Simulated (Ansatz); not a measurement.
TePt:

```xyz
2
Lattice="0.0000 3.2450 3.2450 3.2450 0.0000 3.2450 3.2450 3.2450 0.0000" Properties=species:S:1:pos:R:3 pbc="T T T"
Pt    0.0000    0.0000    0.0000
Te    1.6225    1.6225    1.6225
```

Measurements of this composition are mostly on another form, of space group No. 166.

* Program: Ansatz 0.2.0
* Task: relaxation of cell and atoms
* Functional: HF
* Potentials or basis: Ansatz PAW
* Cutoff: 420 eV (not typed: the program's choice for these potentials)
* k mesh: 4 × 4 × 4
* Occupations: fermi-dirac, width 0.05 eV
* Spin: no spin polarisation

At the start: volume 34.17 Å³/atom.

Question: Where does the relaxation end?

Answer: It ends after 8 steps and the volume is 27.68 Å³/atom (-19.0 %); space group F-43m (No. 216, to 0.05 Å).

The path:
```tsv
step	energy change (eV)	largest force (eV/Å)	volume (Å³)
1	0.0000	0.0000	68.34
2	-0.4962	0.0000	58.83
3	-0.5290	0.0000	53.35
4	-0.5499	0.0000	55.67
5	-0.5505	0.0000	55.40
6	-0.5450	0.0000	55.40
7	-0.5450	0.0000	55.35
8	-0.5449	0.0000	55.35
```

Final structure:
```xyz
2
Lattice="0.0000 3.0249 3.0249 3.0249 0.0000 3.0249 3.0249 3.0249 0.0000" Properties=species:S:1:pos:R:3 pbc="T T T"
Pt    0.0000    0.0000    0.0000
Te    1.5124    1.5124    1.5124
```

Caveat: the k mesh is coarse (spacing up to 0.42 Å⁻¹), so the values aren't converged, least of all with exact exchange; the volume moved by over 15 % at a fixed basis, so the end points are rough; the plane-wave basis is chosen anew once the cell has moved, so the energies of steps on either side of that aren't comparable; the PAW data sets come from PBE, with cores solved anew for the run's functional, which leaves a small shift of forces and pressure.
